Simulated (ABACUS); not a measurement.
# ZrSe2: band structure with PBEsol

**The experiment to reproduce.**

From “Stress-Tuned Optical Transitions in Layered 1T-MX2 (M= Hf, Zr, Sn; X= S, Se) Crystals”, 2022, arxiv:2210.12074, for a bulk crystal of ZrSe2: band gap 1.2 eV (indirect).

ZrSe2:

```xyz
3
Lattice="3.7980 0.0000 0.0000 -1.8990 3.2892 0.0000 0.0000 0.0000 6.1920" Properties=species:S:1:pos:R:3 pbc="T T T"
Zr    0.0000    0.0000    0.0000
Se    1.8990    1.0964    4.6440
Se    0.0000    2.1928    1.5480
```

```
Program                                       : ABACUS 3.10.1
Task                                          : band structure
Functional                                    : PBEsol
Potentials or basis                           : GBRV ultrasoft 1.5 PBE
Cutoff                                        : 544 eV
Density cutoff                                : 4354 eV
Basis                                         : plane waves
Occupations                                   : fermi-dirac, width 0.05 eV
Spin                                          : no spin polarisation
Radial cutoff of the potentials (pseudo_rcut) : 10 bohr
Threshold of the eigensolver                  : 1e-07 Ry
Density                                       : read from an earlier self-consistent run
Path                                          : G-M-K-G-A-L-H-A, L-M, K-H
Points for each segment of the path           : 10
SCF threshold on the density                  : 1e-08
Max SCF steps                                 : 100
Eigensolver                                   : dav
Mixing                                        : broyden
Mixing share                                  : 0.7
Symmetry key                                  : -1
Bands                                         : 22
```

| Property | Result |
| --- | --- |
| Band gap along the path | 0.30 eV, indirect (least direct gap 1.00 eV) |

Levels at the corners of the path, in eV from the Fermi level:
| point | band 10 | band 11 | band 12 | band 13 | band 14 | band 15 |
| --- | --- | --- | --- | --- | --- | --- |
| Γ | -0.19 | -0.19 | -0.14 | 0.86 | 0.86 | 1.38 |
| M | -2.66 | -2.30 | -1.51 | 0.37 | 2.34 | 2.67 |
| K | -2.48 | -2.48 | -1.90 | 1.49 | 2.43 | 2.43 |
| Γ | -0.19 | -0.19 | -0.14 | 0.86 | 0.86 | 1.38 |
| A | -2.24 | -0.36 | -0.36 | 0.83 | 0.83 | 1.76 |
| L | -2.69 | -1.20 | -1.13 | 0.17 | 2.33 | 2.66 |
| H | -2.53 | -2.16 | -2.16 | 1.56 | 2.02 | 2.02 |
| A | -2.24 | -0.36 | -0.36 | 0.83 | 0.83 | 1.76 |
| L | -2.69 | -1.20 | -1.13 | 0.17 | 2.33 | 2.66 |
| M | -2.66 | -2.30 | -1.51 | 0.37 | 2.34 | 2.67 |
| K | -2.48 | -2.48 | -1.90 | 1.49 | 2.43 | 2.43 |
| H | -2.53 | -2.16 | -2.16 | 1.56 | 2.02 | 2.02 |

Run time: 22 s on 4 MPI ranks on Intel(R) Xeon(R) Platinum 8488C (Sapphire Rapids), on a shared host, peak memory 1 GiB a rank.

A measured gap of ZrSe2 is 1.2 eV (indirect; quoted in “Stress-Tuned Optical Transitions in Layered 1T-MX2 (M= Hf, Zr, Sn; X= S, Se) Crystals”, 2022, arxiv:2210.12074); the calculated 0.30 eV misses it by -0.90 eV. Spin-orbit coupling on Se, Zr is left out. The value is that of PBEsol, without temperature or zero-point motion. Semilocal functionals fall short of measured gaps as a rule.

Caveat: the density is read from an earlier self-consistent run, whose mesh may be coarse.
